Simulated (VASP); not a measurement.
# In8SbAs7 (F-43m) in VASP: further runs

One crystal, In8SbAs7, is run at these levels: PBEsol; tasks: relaxation of cell and atoms.

All numbers are computed with VASP 6.6.1; they aren't measurements. Logs are shortened: lines on timing, memory, paths and dates and some standing lists are left out, and cuts for length are marked.

**1. The crystal as given**

Symmetry: F-43m, No. 216, cubic system. The conventional cell has a = 12.183 Å, b = 12.183 Å, c = 12.183 Å, α = 90.00°, β = 90.00°, γ = 90.00°. In (site symmetry 3m) has 1 Sb at 2.64 Å and 3 As at 2.64 Å as nearest neighbours. Around In (site symmetry 3m) lie 4 As at 2.64 Å. Sb (site symmetry -43m) is surrounded by 4 In at 2.64 Å. As (site symmetry 2mm) has 4 In at 2.64 Å as nearest neighbours. Around As (site symmetry -43m) lie 4 In at 2.64 Å.

The cell was built by a generator and needn't be a form met in nature.

**2. Relaxation of cell and atoms, PBEsol**

Contents of INCAR:

```
ALGO = Normal
EDIFF = 1E-6
EDIFFG = -0.01
ENCUT = 600
GGA = PS
IBRION = 2
ISIF = 3
ISMEAR = 0
KPAR = 4
LASPH = T
LCHARG = F
LREAL = F
LWAVE = F
NELM = 80
NSW = 90
PREC = Accurate
SIGMA = 0.03
```

Contents of KPOINTS:

```
k-points
0
Gamma
  6 6 6
```

Contents of POSCAR:

```
In8SbAs7
1.0
   -6.0912750000      0.0000000000      6.0912750000
   -6.0912750000     -6.0912750000      0.0000000000
    0.0000000000     -6.0912750000      6.0912750000
In Sb As
8 1 7
Direct
    0.0000000000      0.5000000000      0.0000000000
    0.0000000000      0.0000000000      0.0000000000
    0.0000000000      0.5000000000      0.5000000000
    0.0000000000      0.0000000000      0.5000000000
    0.5000000000      0.5000000000      0.0000000000
    0.5000000000      0.0000000000      0.0000000000
    0.5000000000      0.5000000000      0.5000000000
    0.5000000000      0.0000000000      0.5000000000
    0.1250000000      0.1250000000      0.1250000000
    0.1250000000      0.6250000000      0.1250000000
    0.1250000000      0.1250000000      0.6250000000
    0.1250000000      0.6250000000      0.6250000000
    0.6250000000      0.1250000000      0.1250000000
    0.6250000000      0.6250000000      0.1250000000
    0.6250000000      0.1250000000      0.6250000000
    0.6250000000      0.6250000000      0.6250000000
```

Potentials or basis: VASP PAW PBE potentials, release 64 (In_d, Sb, As).

On the command line:

```console
$ cat potpaw_PBE.64/In_d/POTCAR potpaw_PBE.64/Sb/POTCAR potpaw_PBE.64/As/POTCAR > POTCAR
$ mpirun -np 4 vasp_std > vasp.out
```

OUTCAR:

```text
EDIFF = 1E-6
   EDIFFG = -0.01
   ENCUT = 600
   GGA = PS
   IBRION = 2
   ISIF = 3
   ISMEAR = 0
   LASPH = T
   LREAL = F
   NELM = 80
   NSW = 90
   PREC = Accurate

 ion  position               nearest neighbor table
   1  0.000  0.500  0.000-   9 2.64  10 2.64  12 2.64  14 2.64
   2  0.000  0.000  0.000-   9 2.64  10 2.64  11 2.64  13 2.64
   3  0.000  0.500  0.500-  10 2.64  11 2.64  12 2.64  16 2.64
   4  0.000  0.000  0.500-   9 2.64  11 2.64  12 2.64  15 2.64
   5  0.500  0.500  0.000-  10 2.64  13 2.64  14 2.64  16 2.64
   6  0.500  0.000  0.000-   9 2.64  13 2.64  14 2.64  15 2.64
[... 8 lines left out ...]
  15  0.625  0.125  0.625-   4 2.64   6 2.64   7 2.64   8 2.64
  16  0.625  0.625  0.625-   3 2.64   5 2.64   7 2.64   8 2.64

  LATTYP: Found a face centered cubic cell.
 ALAT       =    12.1825500000

  Lattice vectors:

 A1 = (  -6.0912750000,   0.0000000000,   6.0912750000)
 A2 = (  -6.0912750000,  -6.0912750000,   0.0000000000)
 A3 = (   0.0000000000,  -6.0912750000,   6.0912750000)

Analysis of symmetry for initial positions (statically):
=====================================================================
 Subroutine PRICEL returns:
 Original cell was already a primitive cell.

 Routine SETGRP: Setting up the symmetry group for a
 face centered cubic supercell.

 Subroutine GETGRP returns: Found 24 space group operations
 (whereof  6 operations were pure point group operations)
 out of a pool of 48 trial point group operations.

The static configuration has the point symmetry C_3v.
 The point group associated with its full space group is T_d .

Analysis of symmetry for dynamics (positions and initial velocities):
=====================================================================
 Subroutine PRICEL returns:
 Original cell was already a primitive cell.

 Routine SETGRP: Setting up the symmetry group for a
 face centered cubic supercell.

 Subroutine GETGRP returns: Found 24 space group operations
 (whereof  6 operations were pure point group operations)
 out of a pool of 48 trial point group operations.

The dynamic configuration has the point symmetry C_3v.
 The point group associated with its full space group is T_d .

 Subroutine INISYM returns: Found 24 space group operations
 (whereof  6 operations are pure point group operations),
 and found     1 'primitive' translations

----------------------------------------------------------------------------------------

                                     Primitive cell

  volume of cell :     452.0168

  direct lattice vectors                    reciprocal lattice vectors
    -6.091275000  0.000000000  6.091275000    -0.082084621  0.082084621  0.082084621
[... 131 lines left out ...]
   LHFCALC =     F    Hartree Fock is set to
   AEXX    =    0.0000 exact exchange contribution
   IVDW    =     0    specifies the selected vdW correction
   LEPSILON=     F    determine dielectric tensor
   LRPA    =     F    only Hartree local field effects (RPA)
 conjugate gradient relaxation of ions
 non-spin polarized calculation
 Gauss-broadening in eV      SIGMA  =   0.03
  energy-cutoff  :      600.00
  volume of cell :      452.02
 maximum number of plane-waves:     15102
 NGX is ok and might be reduce to    70
   NGX = 35   NGY = 35   NGZ = 35

--------------------------------------- Ionic step        1  -------------------------------------------

 number of electron     144.0000009 magnetization

 Free energy of the ion-electron system (eV)
  ---------------------------------------------------
  ext. energy  EPLUGINS =         0.00000000
  ---------------------------------------------------
  free energy    TOTEN  =       -66.67752715 eV

  energy without entropy =      -66.67731289  energy(sigma->0) =      -66.67742002

 E-fermi :   4.5359     XC(G=0):  -9.2521

 val. band max:        4.5267473352   @ k =   0.0000   0.0000   0.0000
 cond. band min:       5.2422243800   @ k =   0.1667   0.0000   0.0000
 fundamental gap:      0.7154770449
 Fermi energy:         4.5358845545

 k-point     1 :       0.0000    0.0000    0.0000
  band No.  band energies     occupation
      1     -10.0980      2.00000
      2     -10.0277      2.00000
      3     -10.0277      2.00000
      4      -9.9764      2.00000
      5      -9.9764      2.00000
      6      -9.9764      2.00000
[... 1381 lines left out ...]
     83       8.2313      0.00000
     84       8.2916      0.00000
 [bands above 84 left out]

------------------------ aborting loop because EDIFF is reached ----------------------------------------

  FORCE on cell =-STRESS in cart. coord.  units (eV):
  Direction    XX          YY          ZZ          XY          YZ          ZX
  --------------------------------------------------------------------------------------
  -------------------------------------------------------------------------------------
  Total        4.9146942      4.9146942      4.9146942      0.0000000      0.0000000      0.0000000
  in kB       17.4201733     17.4201733     17.4201733      0.0000000      0.0000000      0.0000000
  external PRESSURE =      17.4201733 kB  Pullay stress =       0.0000000 kB
[... 337 lines left out ...]
--------------------------------------- Ionic step        8  -------------------------------------------

 number of electron     144.0000004 magnetization

 Free energy of the ion-electron system (eV)
  ---------------------------------------------------
  ext. energy  EPLUGINS =         0.00000000
  ---------------------------------------------------
  free energy    TOTEN  =       -66.95628470 eV

  energy without entropy =      -66.95607042  energy(sigma->0) =      -66.95617756

 E-fermi :   4.3113     XC(G=0):  -9.1379

 val. band max:        4.3021552276   @ k =   0.0000   0.0000   0.0000
 cond. band min:       4.8265294827   @ k =   0.1667   0.0000   0.0000
 fundamental gap:      0.5243742551
 Fermi energy:         4.3112928505

 k-point     1 :       0.0000    0.0000    0.0000
  band No.  band energies     occupation
      1     -10.2611      2.00000
      2     -10.2424      2.00000
      3     -10.2424      2.00000
      4     -10.1931      2.00000
      5     -10.1931      2.00000
      6     -10.1931      2.00000
[... 1381 lines left out ...]
     83       7.9572      0.00000
     84       8.0497      0.00000
 [bands above 84 left out]

------------------------ aborting loop because EDIFF is reached ----------------------------------------

  FORCE on cell =-STRESS in cart. coord.  units (eV):
  Direction    XX          YY          ZZ          XY          YZ          ZX
  --------------------------------------------------------------------------------------
  -------------------------------------------------------------------------------------
  Total        0.0245545      0.0245545      0.0245545     -0.0000000      0.0000000      0.0000000
  in kB        0.0847456      0.0847456      0.0847456     -0.0000000      0.0000000      0.0000000
  external PRESSURE =       0.0847456 kB  Pullay stress =       0.0000000 kB
[... 31 lines left out ...]
  FREE ENERGIE OF THE ION-ELECTRON SYSTEM (eV)
  ---------------------------------------------------
  free  energy   TOTEN  =       -66.9562847029 eV

  energy  without entropy=      -66.9560704247  energy(sigma->0) =      -66.95617756

 reached required accuracy - stopping structural energy minimisation
```

CONTCAR:

```text
In8SbAs7
   1.00000000000000
    -6.1456111842479144   -0.0000000000000000    6.1456111842479144
    -6.1456111842479144   -6.1456111842479144    0.0000000000000000
     0.0000000000000000   -6.1456111842479144    6.1456111842479144
  In              Sb              As
     8     1     7
Direct
     0.9955696406065003    0.5132910781804997    0.9955696406065003
     0.9955696406065003    0.9955696406065003    0.9955696406065003
     0.9991220262304874    0.5002926579231707    0.5002926579231707
     0.9955696406065003    0.9955696406065003    0.5132910781804997
     0.5002926579231707    0.5002926579231707    0.9991220262304874
     0.5132910781804997    0.9955696406065003    0.9955696406065003
[... 8 lines left out ...]
     0.6245479767255756    0.1254520232744244    0.6245479767255756
     0.6250000000000000    0.6250000000000000    0.6250000000000000

  0.00000000E+00  0.00000000E+00  0.00000000E+00
  0.00000000E+00  0.00000000E+00  0.00000000E+00
  0.00000000E+00  0.00000000E+00  0.00000000E+00
  0.00000000E+00  0.00000000E+00  0.00000000E+00
  0.00000000E+00  0.00000000E+00  0.00000000E+00
  0.00000000E+00  0.00000000E+00  0.00000000E+00
[... 8 lines left out ...]
  0.00000000E+00  0.00000000E+00  0.00000000E+00
  0.00000000E+00  0.00000000E+00  0.00000000E+00
```

Run time: 20 min. Hardware: 4 MPI ranks of Intel Xeon 6975P-C (Granite Rapids), shared host; peak memory 1.2 GiB.

What came out:

```
Free energy                            : -66.9563 eV
Relaxed volume                         : 29.01 Å³/atom
Relaxed cell                           : a = 8.691 Å, b = 8.691 Å, c = 8.691 Å, α = 60.00°, β = 60.00°, γ = 60.00°
Space group after relaxing (to 0.05 Å) : F-43m (No. 216)
Energy gained by relaxing              : 17.4 meV/atom
Ionic steps                            : 8
Pressure after relaxing                : 0.0 GPa
Band gap on the k mesh                 : none (metal or under the smearing width)
```

Step by step:
```tsv
step	energy change (eV)	largest force (eV/Å)	pressure (GPa)	volume (Å³)
1	0.0000	1.2179	1.74	452.02
2	-0.2314	0.3590	-0.84	472.41
3	-0.2320	0.4000	-0.73	471.27
4	-0.2749	0.0955	-0.09	465.31
5	-0.2768	0.0665	0.08	463.80
6	-0.2782	0.0359	0.01	464.39
7	-0.2785	0.0189	-0.05	464.81
8	-0.2788	0.0066	0.01	464.22
```

Final structure:
```yaml
crystal:
  lattice:
    - [-6.14561, 0.00000, 6.14561]
    - [-6.14561, -6.14561, 0.00000]
    - [0.00000, -6.14561, 6.14561]
  atoms:
    - { symbol: In, position: [0.99557, 0.51329, 0.99557] }
    - { symbol: In, position: [0.99557, 0.99557, 0.99557] }
    - { symbol: In, position: [0.99912, 0.50029, 0.50029] }
    - { symbol: In, position: [0.99557, 0.99557, 0.51329] }
    - { symbol: In, position: [0.50029, 0.50029, 0.99912] }
    - { symbol: In, position: [0.51329, 0.99557, 0.99557] }
    - { symbol: In, position: [0.50029, 0.50029, 0.50029] }
    - { symbol: In, position: [0.50029, 0.99912, 0.50029] }
    - { symbol: Sb, position: [0.12500, 0.12500, 0.12500] }
    - { symbol: As, position: [0.12545, 0.62455, 0.12545] }
    - { symbol: As, position: [0.12545, 0.12545, 0.62455] }
    - { symbol: As, position: [0.12545, 0.62455, 0.62455] }
    - { symbol: As, position: [0.62455, 0.12545, 0.12545] }
    - { symbol: As, position: [0.62455, 0.62455, 0.12545] }
    - { symbol: As, position: [0.62455, 0.12545, 0.62455] }
    - { symbol: As, position: [0.62500, 0.62500, 0.62500] }
```

Levels at points of the mesh, in eV from the Fermi level:
```tsv
k point	band 69	band 70	band 71	band 72	band 73	band 74	band 75	band 76
(0.00, 0.00, 0.00)	-0.89	-0.56	-0.01	-0.01	-0.01	0.61	0.61	0.61
(0.50, 0.00, 0.00)	-0.73	-0.73	-0.46	-0.46	0.85	1.08	1.95	1.99
(0.50, 0.50, 0.00)	-1.23	-1.12	-0.90	-0.90	2.01	2.03	2.24	2.24
```

Caveat: the PAW data sets were made with another functional, which shifts forces and pressure a little.

[end of part 1 of 2]
